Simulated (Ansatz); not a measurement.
# GaN: the cost of one run

Method: DFT PBEsol, scalar-relativistic, plane waves, PAW, in Ansatz 0.2.0.

The COD entry's cell or inner coordinates are ideal or old and differ from later refinements, so a difference from it is no clean test against experiment.

4 further runs of the same task are left out: 2 that didn't finish, 2 set aside as unsound or not needed.

## Step 1: Starting point

Symmetry: P6_3mc, No. 186, hexagonal system. Conventional cell: a = 3.183 Å, b = 3.183 Å, c = 5.185 Å, α = 90.00°, β = 90.00°, γ = 120.00°. Ga (site symmetry 3m) is surrounded by 4 N at 1.95 Å. N (site symmetry 3m) is surrounded by 4 Ga at 1.95 Å.

As a file:

```cif
data_structure
_symmetry_space_group_name_H-M 'P6_3mc'
_symmetry_Int_Tables_number 186
_cell_length_a 3.1826
_cell_length_b 3.1826
_cell_length_c 5.1854
_cell_angle_alpha 90.000
_cell_angle_beta 90.000
_cell_angle_gamma 120.000
_cell_volume 45.49
loop_
_atom_site_label
_atom_site_type_symbol
_atom_site_symmetry_multiplicity
_atom_site_Wyckoff_symbol
_atom_site_fract_x
_atom_site_fract_y
_atom_site_fract_z
_atom_site_occupancy
Ga1 Ga 2 b 0.33333 0.66667 0.99919 1
N1 N 2 b 0.33333 0.66667 0.37581 1
```

This cell was relaxed beforehand with the same method: volume 11.37 Å³/atom, gap on the mesh 1.88 eV.

## Step 2: The reference: the undisturbed cell on the scan's mesh

input.yaml

```yaml
crystal:
  lattice:
    - [3.1825784872, 0.0, 0.0]
    - [-1.5912892436, 2.7561938194, 0.0]
    - [0.0, 0.0, 5.1854260795]
  atoms:
    - { symbol: Ga, position: [0.3333333333, 0.6666666667, 0.9991941071] }
    - { symbol: Ga, position: [0.6666666667, 0.3333333333, 0.4991941071] }
    - { symbol: "N", position: [0.3333333333, 0.6666666667, 0.3758058929] }
    - { symbol: "N", position: [0.6666666667, 0.3333333333, 0.8758058929] }
basis:
  ecutwfc: 420
kpoints:
  mp_grid: { grid: [12, 12, 6] }
hamiltonian:
  xc: pbesol
scf:
  occupations: { method: gaussian, width: 0.05 }
output:
  forces: true
  stress: true
  eigenvalues: true
  write_density: true
  write_potential: true
  elf: true
  volumetric_format: npy
```

The run is started by

```bash
ansatz run input.yaml --threads 2 --pin off --max-ram 5120MiB --backend cpu --events-out ev --progress --plain --runs-dir out
```

Q: Estimate wall time and peak memory on 2 threads of Intel Xeon at 2.70GHz, shared host.

About 8 s, with a peak of 0.41 GiB.
